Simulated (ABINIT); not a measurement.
# PbSe (Clausthalite) (Fm-3m) in ABINIT: settings compared, part 2 of 2

ABINIT 10.8.3 (patched build).

**3. Single point, PBE**

File run.abi:

```
# Pseudopotentials
pp_dirpath "./"
pseudos "Pb.upf, Se.upf"

# Structure
acell 3*1.0 Angstrom
rprim
     0.0000000000     3.0606500000     3.0606500000
     3.0606500000     0.0000000000     3.0606500000
     3.0606500000     3.0606500000     0.0000000000
ntypat 2
znucl 82 34
natom 2
typat 1 2
xred
     0.0000000000     0.0000000000     0.0000000000
     0.5000000000     0.5000000000     0.5000000000

# Plane-wave basis
ecut 43.0

# k points
kptopt 1
ngkpt 6 6 6
nshiftk 1
shiftk 0.0 0.0 0.0

# Exchange and correlation
ixc 11

# Bands and occupations
nband 19
occopt 3
tsmear 0.05 eV

# SCF cycle
nstep 100
tolvrs 1.0e-10

# Output
iomode 3
prtwf 0
prteig 0
prtebands 0
enunit 1
prtvol 2
prtden 1
prtvha 1
prtvclmb 1
prtpot 1
prtelf 1
```

Potentials or basis: PseudoDojo NC SR PBE v0.4.1 standard.

The run is started by

```console
> abinit run.abi > log 2>&1
```

run.abo:

```text
.Version 10.8.3 of ABINIT
 Symmetries : space group Fm -3 m (#225); Bravais cF (face-center cubic)
================================================================================
 Values of the parameters that define the memory need of the present run
     intxc =       0    ionmov =       0      iscf =       7    lmnmax =       6
     lnmax =       6     mgfft =      50  mpssoang =       3    mqgrid =    3001
     natom =       2  nloc_mem =       1    nspden =       1   nspinor =       1
    nsppol =       1      nsym =      48    n1xccc =    2501    ntypat =       2
    occopt =       3   xclevel =       2
       mpw =        5237          nfft =      125000          nkpt =          16
================================================================================
================================================================================

--------------------------------------------------------------------------------
------------- Echo of variables that govern the present computation ------------
--------------------------------------------------------------------------------
 -outvars: echo values of preprocessed input variables --------
            acell      1.8897261259E+00  1.8897261259E+00  1.8897261259E+00 Bohr
              amu      2.07200000E+02  7.89600000E+01
             ecut      4.30000000E+01 Hartree
           enunit           1
              ixc          11
         kptrlatt        6    0    0      0    6    0      0    0    6
          kptrlen      4.90770878E+01
            natom           2
            nband          19
            ngfft          50      50      50
             nkpt          16
            nstep         100
             nsym          48
           ntypat           2
           occopt           3
        prtebands           0
           prteig           0
           prtelf           1
           prtpot           1
         prtvclmb           1
           prtvha           1
           prtvol           2
            prtwf           0
            rprim      0.0000000000E+00  3.0606500000E+00  3.0606500000E+00
                       3.0606500000E+00  0.0000000000E+00  3.0606500000E+00
                       3.0606500000E+00  3.0606500000E+00  0.0000000000E+00
          spgroup         225
           tolvrs      1.00000000E-10
           tsmear      1.83746611E-03 Hartree
            typat      1  2
           xangst      0.0000000000E+00  0.0000000000E+00  0.0000000000E+00
                       3.0606500000E+00  3.0606500000E+00  3.0606500000E+00
            xcart      0.0000000000E+00  0.0000000000E+00  0.0000000000E+00
                       5.7837902673E+00  5.7837902673E+00  5.7837902673E+00
             xred      0.0000000000E+00  0.0000000000E+00  0.0000000000E+00
                       5.0000000000E-01  5.0000000000E-01  5.0000000000E-01
            znucl       82.00000   34.00000

================================================================================

 chkinp: Checking input parameters for consistency.

================================================================================
== DATASET  1 ==================================================================

--- !DatasetInfo
iteration_state: {dtset: 1, }
dimensions: {natom: 2, nkpt: 16, mband: 19, nsppol: 1, nspinor: 1, nspden: 1, mpw: 5237, }
cutoff_energies: {ecut:  43.0, pawecutdg:  -1.0, }
[... 173 lines left out ...]
 reduced coordinates (array xred) for    2 atoms
       0.000000000000      0.000000000000      0.000000000000
       0.500000000000      0.500000000000      0.500000000000
 rms dE/dt=  0.0000E+00; max dE/dt=  0.0000E+00; dE/dt below (all hartree)
    1       0.000000000000      0.000000000000      0.000000000000
    2       0.000000000000      0.000000000000      0.000000000000

 cartesian coordinates (angstrom) at end:
    1      0.00000000000000     0.00000000000000     0.00000000000000
    2      3.06065000000000     3.06065000000000     3.06065000000000

 cartesian forces (hartree/bohr) at end:
    1     -0.00000000000000    -0.00000000000000    -0.00000000000000
    2     -0.00000000000000    -0.00000000000000    -0.00000000000000
 frms,max,avg= 0.0000000E+00 0.0000000E+00   0.000E+00  0.000E+00  0.000E+00 h/b

 cartesian forces (eV/Angstrom) at end:
    1     -0.00000000000000    -0.00000000000000    -0.00000000000000
    2     -0.00000000000000    -0.00000000000000    -0.00000000000000
 frms,max,avg= 0.0000000E+00 0.0000000E+00   0.000E+00  0.000E+00  0.000E+00 e/A
 length scales=  1.889726125908  1.889726125908  1.889726125908 bohr
              =  1.000000000000  1.000000000000  1.000000000000 angstroms
 Fermi (or HOMO) energy (eV) =   4.43110   Average Vxc (eV)= -10.00499
 Eigenvalues (   eV  ) for nkpt=  16  k points:
 kpt#   1, nband= 19, wtk=  0.00463, kpt=  0.0000  0.0000  0.0000 (reduced coord)
 -42.99721  -42.99721  -42.99481  -42.99481  -42.99481  -12.53727  -12.53727  -12.53727
 -12.53170  -12.53170   -9.31287   -2.02568    2.41361    2.41361    2.41361    8.99808
   8.99808    8.99808   10.81564
 kpt#   2, nband= 19, wtk=  0.03704, kpt=  0.1667  0.0000  0.0000 (reduced coord)
 -42.99720  -42.99720  -42.99480  -42.99479  -42.99479  -12.53922  -12.53922  -12.53631
 -12.52770  -12.52770   -9.10610   -2.68087    2.48477    2.48477    2.86020    7.42193
   7.94591    7.94591   10.63461
 kpt#   3, nband= 19, wtk=  0.03704, kpt=  0.3333  0.0000  0.0000 (reduced coord)
 -42.99719  -42.99719  -42.99478  -42.99476  -42.99476  -12.55121  -12.55121  -12.53485
 -12.51155  -12.51155   -8.59334   -3.88618    2.67794    2.67794    3.61083    5.63263
   6.56619    6.56619   11.40403
 kpt#   4, nband= 19, wtk=  0.01852, kpt=  0.5000  0.0000  0.0000 (reduced coord)
 -42.99718  -42.99718  -42.99477  -42.99475  -42.99475  -12.55730  -12.55730  -12.53433
 -12.50333  -12.50333   -8.24921   -4.51843    2.81479    2.81479    4.28229    4.57991
   5.98415    5.98415   12.83971
 kpt#   5, nband= 19, wtk=  0.02778, kpt=  0.1667  0.1667  0.0000 (reduced coord)
[... 32 lines left out ...]
 -42.99724  -42.99716  -42.99483  -42.99469  -42.99469  -12.66026  -12.55534  -12.51264
 -12.49254  -12.49254   -7.87915   -3.10009   -0.69792    1.05392    1.05392    7.98877
   9.89554    9.89554   10.33372
 kpt#  14, nband= 19, wtk=  0.11111, kpt=  0.5000  0.3333  0.1667 (reduced coord)
 -42.99721  -42.99717  -42.99479  -42.99474  -42.99472  -12.59728  -12.53758  -12.53531
 -12.50884  -12.50471   -8.19797   -3.79268    0.83809    1.32782    2.95829    6.51733
   8.00117    8.65252   10.71629
 kpt#  15, nband= 19, wtk=  0.11111, kpt= -0.3333  0.3333  0.1667 (reduced coord)
 -42.99721  -42.99717  -42.99476  -42.99476  -42.99471  -12.60637  -12.53893  -12.52398
 -12.52102  -12.49807   -7.95520   -3.98447    0.50902    0.72345    3.46328    5.92200
   8.57902    8.96313   11.89831
 kpt#  16, nband= 19, wtk=  0.05556, kpt= -0.3333  0.5000  0.1667 (reduced coord)
 -42.99723  -42.99716  -42.99480  -42.99473  -42.99469  -12.63430  -12.54034  -12.52605
 -12.50896  -12.49254   -7.85761   -3.59708   -0.34143    0.51130    2.65223    7.23737
   8.67896    9.78449   10.84010
 Total charge density [el/Bohr^3]
)     Maximum=    2.4396E+00  at reduced coord.    0.4800    0.5200    0.5800
)Next maximum=    2.4396E+00  at reduced coord.    0.4200    0.5200    0.5800
)     Minimum=    4.7590E-04  at reduced coord.    0.5000    0.5000    0.5000
)Next minimum=    1.6600E-03  at reduced coord.    0.0000    0.0000    0.0000
   Integrated=    3.0000E+01

--- !EnergyTerms
iteration_state     : {dtset: 1, }
comment             : Components of total free energy in Hartree
kinetic             :  1.12956872544172E+02
hartree             :  5.00133638768169E+01
xc                  : -4.42128130568936E+01
Ewald energy        : -1.10678200262795E+02
psp_core            :  5.74090779746481E+00
local_psp           : -1.37963961721605E+02
non_local_psp       : -6.75157865804268E+01
internal            : -1.91659617403268E+02
'-kT*entropy'       : -2.64219744208961E-05
total_energy        : -1.91659643825242E+02
total_energy_eV     : -5.21532459589581E+03
band_energy         : -2.08666479845335E+01
...

 Cartesian components of stress tensor (hartree/bohr^3)
  sigma(1 1)= -8.04456740E-05  sigma(3 2)=  0.00000000E+00
  sigma(2 2)= -8.04456740E-05  sigma(3 1)=  0.00000000E+00
  sigma(3 3)= -8.04456740E-05  sigma(2 1)=  0.00000000E+00

-Cartesian components of stress tensor (GPa)         [Pressure=  2.3668E+00 GPa]
- sigma(1 1)= -2.36679344E+00  sigma(3 2)=  0.00000000E+00
- sigma(2 2)= -2.36679344E+00  sigma(3 1)=  0.00000000E+00
- sigma(3 3)= -2.36679344E+00  sigma(2 1)=  0.00000000E+00

== END DATASET(S) ==============================================================
================================================================================

 -outvars: echo values of variables after computation  --------
            acell      1.8897261259E+00  1.8897261259E+00  1.8897261259E+00 Bohr
           etotal     -1.9165964383E+02
            fcart     -0.0000000000E+00 -0.0000000000E+00 -0.0000000000E+00
                      -0.0000000000E+00 -0.0000000000E+00 -0.0000000000E+00
            rprim      0.0000000000E+00  3.0606500000E+00  3.0606500000E+00
                       3.0606500000E+00  0.0000000000E+00  3.0606500000E+00
                       3.0606500000E+00  3.0606500000E+00  0.0000000000E+00
           strten     -8.0445674043E-05 -8.0445674043E-05 -8.0445674043E-05
                       0.0000000000E+00  0.0000000000E+00  0.0000000000E+00
           xangst      0.0000000000E+00  0.0000000000E+00  0.0000000000E+00
                       3.0606500000E+00  3.0606500000E+00  3.0606500000E+00
             xred      0.0000000000E+00  0.0000000000E+00  0.0000000000E+00
                       5.0000000000E-01  5.0000000000E-01  5.0000000000E-01
 Calculation completed.
```

Run time: 47 s. Hardware: 1 thread of Arm Neoverse V2, shared host; peak memory 0.11 GiB.

What came out:

```
Free energy                                           : -5215.3246 eV
Pressure                                              : 2.4 GPa
Band gap on the k mesh                                : 0.30 eV, direct
Valence electrons inside the program's atomic spheres : Pb 10.06; Se 13.22
```

Caveat: spin-orbit coupling is left out, which as a rule narrows the gap of such compounds by several tenths of an eV.

**4. Single point, LDA**

File run.abi:

```
pp_dirpath "./"
pseudos "Pb.upf, Se.upf"

acell 3*1.0 Angstrom
rprim
     0.0000000000     3.0606500000     3.0606500000
     3.0606500000     0.0000000000     3.0606500000
     3.0606500000     3.0606500000     0.0000000000
ntypat 2
znucl 82 34
natom 2
typat 1 2
xred
     0.0000000000     0.0000000000     0.0000000000
     0.5000000000     0.5000000000     0.5000000000

ecut 39.0

kptopt 1
ngkpt 6 6 6
nshiftk 1
shiftk 0.0 0.0 0.0

ixc 7

nband 19
occopt 3
tsmear 0.05 eV

nstep 100
tolvrs 1.0e-10

iomode 3
prtwf 0
prtden 0
prteig 0
prtebands 0
```

Potentials or basis: PseudoDojo NC SR LDA v0.4.1 standard.

The run is started by

```console
> mpirun --bind-to none -np 4 abinit run.abi > log 2>&1
```

It took 11 s on 4 MPI ranks of Arm Neoverse V2, shared host; peak memory 0.32 GiB.

The run converged. Its results:

```
Free energy                                           : -5210.4566 eV
Pressure                                              : -2.5 GPa
Band gap on the k mesh                                : 0.19 eV, direct
Valence electrons inside the program's atomic spheres : Pb 10.06; Se 13.23
```

Levels at points of the mesh, in eV from the valence-band top:
| k point | band 13 | band 14 | band 15 | band 16 | band 17 | band 18 |
| --- | --- | --- | --- | --- | --- | --- |
| (0.00, 0.00, 0.00) | -1.82 | -1.82 | -1.82 | 4.63 | 4.63 | 4.63 |
| (0.50, 0.00, 0.00) | -1.41 | -1.41 | 0.00 | 0.19 | 1.64 | 1.64 |
| (0.50, 0.50, 0.00) | -4.98 | -3.20 | -3.20 | 3.68 | 5.53 | 5.53 |

Caveat: spin-orbit coupling is left out, which as a rule narrows the gap of such compounds by several tenths of an eV.

**5. Single point, PBE**

File run.abi:

```
# Pseudopotentials
pp_dirpath "./"
pseudos "Pb.upf, Se.upf"

# Structure
acell 4.3284127397 4.3284127397 4.3284127397 Angstrom
rprim
     0.0000000000     0.7071067812     0.7071067812
     0.7071067812     0.0000000000     0.7071067812
     0.7071067812     0.7071067812     0.0000000000
ntypat 2
znucl 82 34
natom 2
typat 1 2
xred
     0.0000000000     0.0000000000     0.0000000000
     0.5000000000     0.5000000000     0.5000000000

# Plane-wave basis
ecut 39.0

# k points
kptopt 1
ngkpt 6 6 6
nshiftk 1
shiftk 0.0 0.0 0.0

# Exchange and correlation
ixc 11

# Bands and occupations
nband 19
occopt 3
tsmear 0.05 eV

# SCF cycle
nstep 100
tolvrs 1.0e-10

# Output
iomode 3
prtwf 0
prtden 0
prteig 0
prtebands 0
enunit 1
prtvol 2
```

Potentials or basis: PseudoDojo NC SR PBE v0.4.1 standard.

The run is started by

```console
> mpirun --bind-to none -np 4 abinit run.abi > log 2>&1
```

run.abo:

```text
.Version 10.8.3 of ABINIT
 Symmetries : space group Fm -3 m (#225); Bravais cF (face-center cubic)
================================================================================
 Values of the parameters that define the memory need of the present run
     intxc =       0    ionmov =       0      iscf =       7    lmnmax =       6
     lnmax =       6     mgfft =      48  mpssoang =       3    mqgrid =    3001
     natom =       2  nloc_mem =       1    nspden =       1   nspinor =       1
    nsppol =       1      nsym =      48    n1xccc =    2501    ntypat =       2
    occopt =       3   xclevel =       2
       mpw =        4546          nfft =      110592          nkpt =          16
================================================================================
================================================================================

--------------------------------------------------------------------------------
------------- Echo of variables that govern the present computation ------------
[... 327 lines left out ...]
- sigma(3 3)= -2.12186763E+00  sigma(2 1)=  0.00000000E+00

== END DATASET(S) ==============================================================
================================================================================

 -outvars: echo values of variables after computation  --------
            acell      8.1795146379E+00  8.1795146379E+00  8.1795146379E+00 Bohr
           etotal     -1.9165950540E+02
            fcart     -0.0000000000E+00 -0.0000000000E+00 -0.0000000000E+00
                      -0.0000000000E+00 -0.0000000000E+00 -0.0000000000E+00
            rprim      0.0000000000E+00  7.0710678120E-01  7.0710678120E-01
                       7.0710678120E-01  0.0000000000E+00  7.0710678120E-01
                       7.0710678120E-01  7.0710678120E-01  0.0000000000E+00
           strten     -7.2120814697E-05 -7.2120814697E-05 -7.2120814697E-05
                       0.0000000000E+00  0.0000000000E+00  0.0000000000E+00
           xangst      0.0000000000E+00  0.0000000000E+00  0.0000000000E+00
                       3.0606500001E+00  3.0606500001E+00  3.0606500001E+00
             xred      0.0000000000E+00  0.0000000000E+00  0.0000000000E+00
                       5.0000000000E-01  5.0000000000E-01  5.0000000000E-01
 Calculation completed.
```

Run time: 14 s. Hardware: 4 MPI ranks of Arm Neoverse V1, shared host; peak memory 0.36 GiB.

Results:

```
Free energy                                           : -5215.3208 eV
Pressure                                              : 2.1 GPa
Band gap on the k mesh                                : 0.30 eV, direct
Valence electrons inside the program's atomic spheres : Pb 10.06; Se 13.22
```

Caveat: spin-orbit coupling is left out, which as a rule narrows the gap of such compounds by several tenths of an eV.

**6. The runs side by side**

```csv
level,potentials or basis,cutoff (eV),gap on the mesh (eV),pressure (GPa)
LDA,PseudoDojo NC SR LDA v0.4.1 standard,1061,0.19,-2.5
PBE,PseudoDojo NC SR PBE v0.4.1 standard,1170,0.30,2.4
PBE,PseudoDojo NC SR PBE v0.4.1 standard,1061,0.30,2.1
```

Alike in all rows: task single point; no spin polarisation; cell as given; k mesh 6 × 6 × 6; smearing fermi-dirac 0.05 eV.

Caveats: spin-orbit coupling is left out, which as a rule narrows the gap of such compounds by several tenths of an eV.

Absolute energies hang on the potentials; compare differences alone.

**7. How close it comes**

Step 2. A measured gap of PbSe is 0.28 eV (direct; 300 K; a printed reference work, monograph); the calculated 0.19 eV misses it by -0.09 eV. 2 values of this kind are on record (0.15 to 0.28 eV); this one was drawn at random. Spin-orbit coupling on Pb, Se is left out. The value is that of LDA on a finite k mesh, which can miss the band edges, without temperature or zero-point motion. Semilocal functionals fall short of measured gaps as a rule.

Step 3. Measured gap of PbSe: 0.15 eV (direct; 4.2 K; a printed reference work, monograph). This calculation gives 0.30 eV (+0.15 eV). 2 values of this kind are on record (0.15 to 0.28 eV); this one was drawn at random. Spin-orbit coupling on Pb, Se is left out. The value is that of PBE on a finite k mesh, which can miss the band edges, without temperature or zero-point motion.

Step 4. A measured gap of PbSe is 0.28 eV (direct; 300 K; a printed reference work, monograph); the calculated 0.19 eV misses it by -0.09 eV. 2 values of this kind are on record (0.15 to 0.28 eV); this one was drawn at random. Spin-orbit coupling on Pb, Se is left out. The value is that of LDA on a finite k mesh, which can miss the band edges, without temperature or zero-point motion. Semilocal functionals fall short of measured gaps as a rule.

Step 5. Measured gap of PbSe: 0.15 eV (direct; 4.2 K; a printed reference work, monograph). This calculation gives 0.30 eV (+0.15 eV). 2 values of this kind are on record (0.15 to 0.28 eV); this one was drawn at random. Spin-orbit coupling on Pb, Se is left out. The value is that of PBE on a finite k mesh, which can miss the band edges, without temperature or zero-point motion.
